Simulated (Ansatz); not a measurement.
# Ti2COF MXene monolayer in a perpendicular field, part 2 of 3

What dipole does a perpendicular field induce in the Ti2COF MXene monolayer? A positive field points along +c.

Ansatz 0.2.0; plane-wave DFT, PBE-D3(BJ), Ansatz PAW.

So far. Step 2 (Relaxing the slab): The lattice constant a goes from 3.100 to 3.007 Å.

## (3) Atoms held, field 0

A sawtooth potential applies the field, turning back in the middle of the vacuum. With the dipole correction the typed value is the field outside the slab. The induced dipole is small, so the SCF threshold is tight.

The cell differs from the one that the last finished run ended in (c 39.959 → 22.669 Å).

The input, input.yaml:

```yaml
crystal:
  lattice:
    - [3.0067500124, 0.0, 0.0]
    - [-1.5033750062, 2.6039218936, 0.0]
    - [0.0, 0.0, 22.6687564924]
  atoms:
    - { symbol: F, position: [0.3333333333, 0.6666666667, 0.3970222188] }
    - { symbol: Ti, position: [0.6666666667, 0.3333333333, 0.4525475776] }
    - { symbol: C, position: [0.0, 0.0, 0.5028282029] }
    - { symbol: Ti, position: [0.3333333333, 0.6666666667, 0.5616095468] }
    - { symbol: O, position: [0.6666666667, 0.3333333333, 0.6029777812] }
kpoints:
  mp_grid: { grid: [18, 18, 1] }
  band_path:
    path: [[0, 0, 0], [0.5, 0, 0], [0.33333333, 0.33333333, 0], [0, 0, 0]]
    npoints: 16
hamiltonian:
  xc: pbe
  dispersion: d3bj
scf:
  occupations: { method: fermi_dirac, width: 0.05 }
  convergence: { dr2_threshold: 1.0e-10 }
efield:
  axis: 3
  dipole_correction: true
  ramp_position: 0.97
  ramp_width: 0.06
  amplitude: 0
output:
  dos: { projected: true, e_range: [-6, 5] }
  bader: true
  write_potential: true
  write_density: true
  volumetric_format: npy
  elf: true
```

Launch:

```sh
$ ansatz run input.yaml --threads 4 --pin off --max-ram 6144MiB --backend cpu --events-out ev --progress --plain --runs-dir out
```

Numbers of over 12 decimals in the logs are rounded to 6 here.

The program printed:

```text
[...]
Crystal: 5 atoms, lattice volume = 177.481 Å³
Basis set: ecut = 420 eV, 3351 PW (Γ)
Bands: 26, of which v1, the nominal top of the filled ones, is band 21 counted from 1 (20 counted from 0)
Symmetry: 6 space group operations
[...]
k-points: 37 of 324 (time reversal used)
[...]
SCF iter   1: F=—  HF=-6632.440680 eV  |F-HF|=—  |Δ(HF+E_count)|=         —  Δρ=4.30e-3  dr2=3.88e-2  ethr=1.77e-3  p=-0.044 e·Å  D=-4.53e-2 V/Å  ΔV_dip=1.03 eV  dr2_dipole=4.39e-3  V_vac-E_F(+/−)=5.79/4.76 eV  ⟨swp⟩=7.0  Hψ=4706  notcnv=0
efield: sawtooth ramp at fractional position 0.9700 (set: `efield.ramp_position`, or a place that a band, a saddle search or an elastic batch's reference lends), width 0.0600; the density the first Hamiltonian is built on has a dipole p = -0.044 e·Å; the dipole correction subtracts the counter field D = -4.53e-2 V/Å, which shifts the + side's vacuum level by +1.03 eV against the − side's; the planar-averaged density in the ramp window peaks in size at 2.0e-5 e/Å³
[...]
SCF iter   2: F=—  HF=-6632.433426 eV  |F-HF|=—  |Δ(HF+E_count)|=   7.25e-3  Δρ=2.36e-3  dr2=1.31e-2  ethr=9.47e-5  p=-0.065 e·Å  D=-6.63e-2 V/Å  ΔV_dip=1.50 eV  dr2_dipole=7.96e-4  V_vac-E_F(+/−)=6.10/4.59 eV  ⟨swp⟩=3.2  Hψ=2332  notcnv=0  defer=8
[...]
SCF iter  10: F=-6632.431307 eV  HF=-6632.431307 eV  |F-HF|=2.27e-11  |Δ(HF+E_count)|=  2.43e-10  Δρ=1.13e-7  dr2=4.08e-11  ethr=1.00e-12  p=-0.067 e·Å  D=-6.79e-2 V/Å  ΔV_dip=1.54 eV  dr2_dipole=3.70e-12  V_vac-E_F(+/−)=6.10/4.56 eV  ⟨swp⟩=5.3  Hψ=2725  notcnv=0
SCF 1 converged in 10 iterations: F = -6632.431307 eV  dr2 = 4.08e-11
[...]
NSCF: frozen V_eff on 49 k-points
efield: sawtooth ramp at fractional position 0.9700 (kept from the solve that this one continues, or follows in the run), width 0.0600; the density the first Hamiltonian is built on has a dipole p = -0.067 e·Å; the dipole correction subtracts the counter field D = -6.79e-2 V/Å, which shifts the + side's vacuum level by +1.54 eV against the − side's; the planar-averaged density in the ramp window peaks in size at 4.0e-6 e/Å³
[...]
SCF converged after 10 iterations
Free energy (F): -6632.431307 eV
[...]
Internal energy: -6632.411653 eV  (E = F + TS)
E sigma→0 (E₀):  -6632.421480 eV
Entropy (-TS):   -0.019654 eV (-3.931 meV/atom)
Fermi energy:    -0.044928 eV
Dipole field:    D = -0.067934 V/Å  (p = -0.066631 e·Å, saw-weighted, corrected)
Work function:   Φ+ = 6.1023 eV   Φ− = 4.5624 eV
Levels:          The Fermi level and band energies are counted from a zero that moves with the ramp; work functions are not
[...]
--- Band table (eV; the first three rows and the last of 37) ---
  k-point 0: bands = [... 17 lower, -2.7933, -1.7960, -1.7960, 0.3137, 0.3137, 0.9267, 1.4057, 1.4057, ... 1 higher]
  k-point 1: bands = [... 17 lower, -2.7782, -1.9063, -1.8434, 0.2691, 0.3511, 0.9262, 1.4078, 1.4345, ... 1 higher]
  k-point 2: bands = [... 17 lower, -2.8165, -2.1496, -1.9654, 0.1548, 0.4592, 0.8982, 1.4412, 1.5105, ... 1 higher]
  k-point 36: bands = [... 17 lower, -3.7723, -3.5690, -3.0768, 0.6224, 1.1859, 1.3426, 1.6988, 2.1133, ... 1 higher]
--- Bader charges: 5 sites ---
  site symbol  charge [e]  shift [e]
     0      F     -0.7575     0.0002
     1     Ti      1.7468     0.0001
     2      C     -1.8146     0.0001
     3     Ti      1.9531     0.0014
     4      O     -1.1278     0.0017
  estimated error of the sums over rays = 7.8e-4 e
```

Run time: 14 s. Hardware: 4 threads of Intel Xeon Platinum 8488C (Sapphire Rapids), shared host; peak memory 0.65 GiB; 56 s of CPU time.

This step gave:

- energy at zero smearing: -6632.4215 eV
- work function, upper face: 6.102 eV
- work function, lower face: 4.562 eV
- dipole along the normal: -0.06663 e·Å
- step between the vacuum levels: 1.540 eV

Running mean over a fixed 2.7 Å (it still follows the layers) of the planar mean; the ramp of the sawtooth is left out. The electron's electrostatic potential energy less the Fermi level by z:

| z (Å) | electron's electrostatic potential energy less the Fermi level (eV) |
| --- | --- |
| 3.0 | 4.56 |
| 3.5 | 4.56 |
| 4.0 | 4.56 |
| 4.5 | 4.56 |
| 5.0 | 4.56 |
| 5.5 | 4.56 |
| 6.0 | 4.56 |
| 6.5 | 4.54 |
| 7.0 | 4.40 |
| 7.5 | 3.29 |
| 8.0 | 1.16 |
| 8.5 | -1.29 |
| 9.0 | -4.47 |
| 9.5 | -7.39 |
| 10.0 | -9.43 |
| 10.5 | -9.98 |
| 11.0 | -9.98 |
| 11.5 | -10.1 |
| 12.0 | -10.1 |
| 12.5 | -9.91 |
| 13.0 | -8.30 |
| 13.5 | -6.07 |
| 14.0 | -2.97 |
| 14.5 | 0.479 |
| 15.0 | 3.65 |
| 15.5 | 5.57 |
| 16.0 | 6.03 |
| 16.5 | 6.09 |
| 17.0 | 6.10 |
| 17.5 | 6.10 |
| 18.0 | 6.10 |
| 18.5 | 6.10 |
| 19.0 | 6.10 |
| 19.5 | 6.10 |

The density of states has structure finer than the step of the table below, so its rows give means over 0.25 eV, whole bins alone (the curve runs from -6 to 1.99 eV). Peaks (eV: height): -4.870: 9.51, -4.320: 9.74, -3.820: 9.52, -3.410: 7.80, 1.470: 9.36, 1.610: 12.4, 1.910: 8.22.

Density of states against energy, zero at the Fermi level; means over each step:

| energy (eV) | density of states (states/eV a cell) |
| --- | --- |
| -5.75 | 1.60 |
| -5.50 | 2.68 |
| -5.25 | 2.79 |
| -5.00 | 3.55 |
| -4.75 | 5.24 |
| -4.50 | 3.05 |
| -4.25 | 4.46 |
| -4.00 | 2.43 |
| -3.75 | 3.49 |
| -3.50 | 1.91 |
| -3.25 | 3.11 |
| -3.00 | 2.70 |
| -2.75 | 2.99 |
| -2.50 | 3.74 |
| -2.25 | 2.61 |
| -2.00 | 0.942 |
| -1.75 | 0.292 |
| -1.50 | 0 |
| -1.25 | 0 |
| -1.00 | 0 |
| -0.75 | 0 |
| -0.50 | 0.756 |
| -0.25 | 2.15 |
| 0.00 | 2.51 |
| 0.25 | 1.98 |
| 0.50 | 2.34 |
| 0.75 | 1.49 |
| 1.00 | 2.83 |
| 1.25 | 2.29 |
| 1.50 | 6.64 |
| 1.75 | 7.08 |

Projected DOS per atom over height of the atomic layer and energy from the Fermi level. Layers: F Ti C Ti O from below.

Ten even steps from '0' (0.00 states/eV) to '9' (3.24 states/eV), each cell a mean:
```
09080
08080
05010
03010
03010
04020
02010
00000
00000
00000
00000
01201
02412
01312
02311
01112
01212
00138
01326
00124
00024
00011
```
Columns: height of the atomic layer (Å) from 9 to 13.7 (not evenly spaced); rows upwards: energy from the Fermi level (eV) from -5.96 to 1.96.

The electronic bands at the labelled points (eV, zero at the Fermi level):

| point | band 17 | band 18 | band 19 | band 20 | band 21 | band 22 | band 23 | band 24 |
| --- | --- | --- | --- | --- | --- | --- | --- | --- |
| Γ | -4.72 | -2.75 | -1.75 | -1.75 | 0.36 | 0.36 | 0.97 | 1.45 |
| halfway | -4.43 | -3.56 | -2.57 | -2.27 | -0.21 | 1.03 | 1.12 | 1.62 |
| M | -4.31 | -3.79 | -3.29 | -2.33 | -0.44 | 1.42 | 1.99 | 2.18 |
| halfway | -4.12 | -4.04 | -3.43 | -2.67 | 0.01 | 1.50 | 1.53 | 2.01 |
| K | -4.73 | -3.73 | -3.52 | -3.03 | 0.67 | 1.23 | 1.39 | 1.74 |
| halfway | -4.41 | -3.68 | -2.74 | -2.54 | 0.18 | 0.43 | 1.59 | 1.83 |
| Γ | -4.72 | -2.75 | -1.75 | -1.75 | 0.36 | 0.36 | 0.97 | 1.45 |

ELF in the ca plane at fractional y = 0.333, with atoms of Ti and O within 0.2 Å of it. It is the smooth field of the valence electrons, not physical close to the nuclei.

Ten even steps from '0' (0.00) to '9' (0.84), each cell a mean:
```
00000000012114532452126998520000000000000000
00000000000156563121269899741000000000000000
00000000000164164111278479841000000000000000
00000000000157662221269899741000000000000000
00000000122113432552125887420000000000000000
00000001256521147863111232100000000000000000
00000001367631368863221000000000000000000000
00000000245410136862111343100000000000000000
```
Columns run along c (16.0 Å, from fractional 0.23 to 0.94 of the cell), rows up along a (3.0 Å). Atoms in or near the plane, at fractional coordinates: Ti at (0.45, 0.67), O at (0.60, 0.67).

Electrostatic potential energy in the ca plane at fractional y = 0.333, with atoms of Ti and O within 0.2 Å of it. With pseudopotentials it is smooth inside the atoms' cores, unlike the true potential.

Ten even steps from '0' (-37 eV) to '9' (6 eV), each cell a mean:
```
99999999999999999999875224688877767999999999
99999999999999999999861000488887201799999999
99999999999999999999851000378887000599999999
99999999999999999999862001488887302799999999
99999999999999999999875334788877778999999999
99999999999999999999887777887755689999999999
99999999999999999999888888877644689999999999
99999999999999999999887777888765789999999999
```
Columns run along c (16.0 Å, from fractional 0.07 to 0.78 of the cell; values clipped at the 3rd and 97th percentile), rows up along a (3.0 Å). Atoms in or near the plane, at fractional coordinates: Ti at (0.45, 0.67), O at (0.60, 0.67).

Valence density in the ca plane at fractional y = 0.333, with atoms of Ti and O within 0.2 Å of it. It is the smooth field of the valence electrons, not physical close to the nuclei.

Values in e/Å³, 5 rows by 16 columns, each cell a mean:
```
0.0 0.0 0.0 0.0 0.0 0.0 0.0 0.1 2.4 1.2 0.2 0.7 1.6 0.1 0.0 0.0
0.0 0.0 0.0 0.0 0.0 0.0 0.0 0.1 6.5 3.2 0.2 1.6 4.6 0.1 0.0 0.0
0.0 0.0 0.0 0.0 0.0 0.0 0.0 0.1 2.5 1.3 0.2 0.7 1.7 0.1 0.0 0.0
0.0 0.0 0.0 0.0 0.0 0.0 0.0 0.3 0.3 0.4 0.5 0.5 0.2 0.0 0.0 0.0
0.0 0.0 0.0 0.0 0.0 0.0 0.0 0.3 0.2 0.4 0.5 0.4 0.2 0.0 0.0 0.0
```
Columns run along c (16.0 Å, from fractional 0.07 to 0.78 of the cell), rows up along a (3.0 Å). Atoms in or near the plane, at fractional coordinates: Ti at (0.45, 0.67), O at (0.60, 0.67).

The work function of the upper face is 6.10 eV.

## (4) Single point, field 0.03 V/Å

Changes to input.yaml since step 3:

```diff
@@ -27,6 +27,4 @@
   ramp_width: 0.06
-  amplitude: 0
+  amplitude: 0.03
 output:
-  dos: { projected: true, e_range: [-6, 5] }
-  bader: true
   write_potential: true
@@ -34,2 +32 @@
   volumetric_format: npy
-  elf: true
```

The program printed:

```text
[...]
Crystal: 5 atoms, lattice volume = 177.481 Å³
Basis set: ecut = 420 eV, 3351 PW (Γ)
Bands: 26, of which v1, the nominal top of the filled ones, is band 21 counted from 1 (20 counted from 0)
Symmetry: 6 space group operations
[...]
k-points: 37 of 324 (time reversal used)
[...]
k-point 0: bands = [... 17 lower, -2.7883, -1.7920, -1.7920, 0.3183, 0.3183, 0.9318, 1.4106, 1.4106, ... 1 higher]
  k-point 1: bands = [... 17 lower, -2.7732, -1.9022, -1.8393, 0.2736, 0.3556, 0.9314, 1.4124, 1.4393, ... 1 higher]
  k-point 2: bands = [... 17 lower, -2.8115, -2.1450, -1.9612, 0.1592, 0.4635, 0.9029, 1.4457, 1.5152, ... 1 higher]
  k-point 36: bands = [... 17 lower, -3.7646, -3.5647, -3.0688, 0.6261, 1.1899, 1.3460, 1.7040, 2.1181, ... 1 higher]
[key lines of the parts left out:]
SCF converged after 14 iterations
Free energy (F): -6632.429412 eV
Fermi energy:    -0.040567 eV
Dipole field:    D = -0.060893 V/Å  (p = -0.059725 e·Å, saw-weighted, corrected)
```

Elapsed: 6 s, on 4 threads; peak memory 0.61 GiB; 23 s of CPU time.

The dipole is -0.0597 e·Å, 0.00691 e·Å from its value without field.

## (5) Single point, field -0.03 V/Å

Changes to input.yaml since step 4:

```diff
@@ -27,3 +27,3 @@
   ramp_width: 0.06
-  amplitude: 0.03
+  amplitude: -0.03
 output:
```

The program printed:

```text
[...]
Crystal: 5 atoms, lattice volume = 177.481 Å³
Basis set: ecut = 420 eV, 3351 PW (Γ)
Bands: 26, of which v1, the nominal top of the filled ones, is band 21 counted from 1 (20 counted from 0)
Symmetry: 6 space group operations
[...]
k-points: 37 of 324 (time reversal used)
[...]
k-point 0: bands = [... 17 lower, -2.7984, -1.8000, -1.8000, 0.3091, 0.3091, 0.9215, 1.4008, 1.4008, ... 1 higher]
  k-point 1: bands = [... 17 lower, -2.7833, -1.9105, -1.8475, 0.2647, 0.3466, 0.9210, 1.4031, 1.4296, ... 1 higher]
  k-point 2: bands = [... 17 lower, -2.8214, -2.1542, -1.9697, 0.1504, 0.4548, 0.8934, 1.4368, 1.5057, ... 1 higher]
  k-point 36: bands = [... 17 lower, -3.7800, -3.5734, -3.0849, 0.6188, 1.1819, 1.3393, 1.6935, 2.1085, ... 1 higher]
[key lines of the parts left out:]
SCF converged after 14 iterations
Free energy (F): -6632.433410 eV
Fermi energy:    -0.049320 eV
Dipole field:    D = -0.074982 V/Å  (p = -0.073544 e·Å, saw-weighted, corrected)
```

Wall time 6.1 s (4 threads); peak memory 0.61 GiB; 23 s of CPU time.

The dipole is -0.0735 e·Å, -0.00691 e·Å from its value without field.

## (6) Single point, field 0.15 V/Å

Changes to input.yaml since step 5:

```diff
@@ -27,3 +27,3 @@
   ramp_width: 0.06
-  amplitude: -0.03
+  amplitude: 0.15
 output:
```

The program printed:

```text
[...]
Crystal: 5 atoms, lattice volume = 177.481 Å³
Basis set: ecut = 420 eV, 3351 PW (Γ)
Bands: 26, of which v1, the nominal top of the filled ones, is band 21 counted from 1 (20 counted from 0)
Symmetry: 6 space group operations
[...]
k-points: 37 of 324 (time reversal used)
[...]
k-point 0: bands = [... 17 lower, -2.7684, -1.7764, -1.7764, 0.3362, 0.3362, 0.9518, 1.4299, 1.4299, ... 1 higher]
  k-point 1: bands = [... 17 lower, -2.7533, -1.8861, -1.8233, 0.2910, 0.3732, 0.9517, 1.4306, 1.4585, ... 1 higher]
  k-point 2: bands = [... 17 lower, -2.7921, -2.1271, -1.9444, 0.1762, 0.4804, 0.9215, 1.4629, 1.5340, ... 1 higher]
  k-point 36: bands = [... 17 lower, -3.7342, -3.5476, -3.0370, 0.6402, 1.2055, 1.3589, 1.7247, 2.1370, ... 1 higher]
[key lines of the parts left out:]
SCF converged after 14 iterations
Free energy (F): -6632.423903 eV
Fermi energy:    -0.023476 eV
Dipole field:    D = -0.032719 V/Å  (p = -0.032092 e·Å, saw-weighted, corrected)
```

Run time: 6.7 s. Hardware: 4 threads; peak memory 0.61 GiB.

The dipole is -0.0321 e·Å, 0.0345 e·Å from its value without field.

## (7) Single point, field 0.25 V/Å

Changes to input.yaml since step 6:

```diff
@@ -27,3 +27,3 @@
   ramp_width: 0.06
-  amplitude: 0.15
+  amplitude: 0.25
 output:
```

The program printed:

```text
[...]
Crystal: 5 atoms, lattice volume = 177.481 Å³
Basis set: ecut = 420 eV, 3351 PW (Γ)
Bands: 26, of which v1, the nominal top of the filled ones, is band 21 counted from 1 (20 counted from 0)
Symmetry: 6 space group operations
[...]
k-points: 37 of 324 (time reversal used)
[...]
k-point 0: bands = [... 17 lower, -2.7521, -1.7638, -1.7638, 0.3507, 0.3507, 0.9678, 1.4455, 1.4455, ... 1 higher]
  k-point 1: bands = [... 17 lower, -2.7370, -1.8730, -1.8104, 0.3051, 0.3874, 0.9680, 1.4452, 1.4740, ... 1 higher]
  k-point 2: bands = [... 17 lower, -2.7762, -2.1126, -1.9309, 0.1900, 0.4941, 0.9365, 1.4767, 1.5493, ... 1 higher]
  k-point 36: bands = [... 17 lower, -3.7093, -3.5338, -3.0109, 0.6516, 1.2181, 1.3693, 1.7416, 2.1524, ... 1 higher]
[key lines of the parts left out:]
SCF converged after 14 iterations
Free energy (F): -6632.421846 eV
Fermi energy:    -0.009661 eV
Dipole field:    D = -0.009242 V/Å  (p = -0.009065 e·Å, saw-weighted, corrected)
```

Elapsed: 6.5 s, on 4 threads; peak memory 0.61 GiB.

The dipole is -0.00906 e·Å, 0.0576 e·Å from its value without field.

## (8) Atoms held, field -0.25 V/Å

Changes to input.yaml since step 7:

```diff
@@ -27,4 +27,6 @@
   ramp_width: 0.06
-  amplitude: 0.25
+  amplitude: -0.25
 output:
+  dos: { projected: true, e_range: [-6, 5] }
+  bader: true
   write_potential: true
@@ -32 +34,2 @@
   volumetric_format: npy
+  elf: true
```

The program printed:

```text
[...]
Crystal: 5 atoms, lattice volume = 177.481 Å³
Basis set: ecut = 420 eV, 3351 PW (Γ)
Bands: 26, of which v1, the nominal top of the filled ones, is band 21 counted from 1 (20 counted from 0)
Symmetry: 6 space group operations
[...]
k-points: 37 of 324 (time reversal used)
[...]
k-point 36: bands = [... 17 lower, -3.8373, -3.6066, -3.1447, 0.5909, 1.1510, 1.3135, 1.6541, 2.0722, ... 1 higher]
--- Bader charges: 5 sites ---
  site symbol  charge [e]  shift [e]
     0      F     -0.7523     0.0002
     1     Ti      1.7519     0.0001
     2      C     -1.8149     0.0001
     3     Ti      1.9512     0.0014
     4      O     -1.1358     0.0017
  estimated error of the sums over rays = 7.7e-4 e
[key lines of the parts left out:]
SCF converged after 14 iterations
Free energy (F): -6632.455165 eV
Fermi energy:    -0.082599 eV
Dipole field:    D = -0.126670 V/Å  (p = -0.124241 e·Å, saw-weighted, corrected)
```

Wall time 15 s (4 threads); peak memory 0.62 GiB; 60 s of CPU time.

The dipole is -0.124 e·Å, -0.0576 e·Å from its value without field.

## (9) Response, atoms held

This step: plane-wave DFT, PBE-D3(BJ), Ansatz PAW; response to a field along the normal, atoms held (Ansatz 0.2.0).

The dipoles give the slope, and the difference of two potentials shows where the field is screened.

Numbers from this step:

- equivalent conductor thickness p/(ε₀AE): 5.323 Å
- distance between the outer atoms: 4.669 Å

Table of dipole of the cell by applied field:

| applied field (V/Å) | dipole of the cell (e·Å) |
| --- | --- |
| -0.250 | -0.124 |
| -0.030 | -0.0735 |
| 0.000 | -0.0666 |
| 0.030 | -0.0597 |
| 0.150 | -0.0321 |
| 0.250 | -0.00906 |

Local field over the applied field, running mean. From the potentials at -0.03 and 0.03 V/Å; running mean over 2.5 Å. The local field over applied field by z:

| z (Å) | local field over applied field |
| --- | --- |
| 4.5 | 1.000 |
| 5.0 | 1.000 |
| 5.5 | 0.999 |
| 6.0 | 0.996 |
| 6.5 | 0.985 |
| 7.0 | 0.949 |
| 7.5 | 0.863 |
| 8.0 | 0.737 |
| 8.5 | 0.593 |
| 9.0 | 0.444 |
| 9.5 | 0.294 |
| 10.0 | 0.183 |
| 10.5 | 0.109 |
| 11.0 | 0.0612 |
| 11.5 | 0.0326 |
| 12.0 | 0.0319 |
| 12.5 | 0.0618 |
| 13.0 | 0.132 |
| 13.5 | 0.257 |
| 14.0 | 0.420 |
| 14.5 | 0.598 |
| 15.0 | 0.764 |
| 15.5 | 0.893 |
| 16.0 | 0.964 |
| 16.5 | 0.989 |
| 17.0 | 0.997 |
| 17.5 | 0.999 |
| 18.0 | 1.000 |
| 18.5 | 1.000 |

Electrons, planar mean, per unit field. Table of induced electron density by z:

| z (Å) | induced electron density (e/Å³ per V/Å) |
| --- | --- |
| 4.5 | 2.6e-7 |
| 5.0 | 9.4e-7 |
| 5.5 | 3.4e-6 |
| 6.0 | 1.4e-5 |
| 6.5 | 5.3e-5 |
| 7.0 | 2.0e-4 |
| 7.5 | 7.1e-4 |
| 8.0 | 0.00212 |
| 8.5 | 0.00336 |
| 9.0 | 0.00164 |
| 9.5 | 2.1e-4 |
| 10.0 | 0.00124 |
| 10.5 | 0.00106 |
| 11.0 | 4.1e-4 |
| 11.5 | 8.6e-6 |
| 12.0 | -6.3e-4 |
| 12.5 | -7.9e-5 |
| 13.0 | -1.8e-4 |
| 13.5 | -0.00182 |
| 14.0 | -0.00285 |
| 14.5 | -0.00343 |
| 15.0 | -0.00152 |
| 15.5 | -5.0e-4 |
| 16.0 | -1.5e-4 |
| 16.5 | -4.0e-5 |
| 17.0 | -1.0e-5 |
| 17.5 | -2.5e-6 |
| 18.0 | -5.5e-7 |
| 18.5 | -1.3e-7 |

By hand: between -0.03 and 0.03 V/Å the dipole changes by 0.01382 e·Å, a slope of 0.2303 e·Å²/V. A perfect conductor of thickness t has p = ε₀AEt, so t = 180.95 × 0.2303 / 7.829 = 5.32 Å (e/ε₀ = 180.95 V·Å, A in Å²).

The induced dipole is that of a conductor 5.32 Å thick.

(Part 2 of 3 ends here.)

[Logs are printed without paths, hosts, clocks, repeated set-up lines and the standing remarks that a program may print on its own settings, such as how far it seeks lower states.]

[Hosts, paths, dates, database ids (printed as entryN), source tags and the programs' standing remarks are cut or masked in the printed files.]

[Maps of the electrostatic potential energy from Ansatz leave out the sawtooth potential of an applied field or a dipole correction, so their vacuum need not be flat; planar profiles and work functions include it.]

[The density of states shown here was stored with 400 of the rows of the run's finer table, so its peaks can read low, often by over a quarter, or be missed, and its means over a window can be off by a tenth or more.]
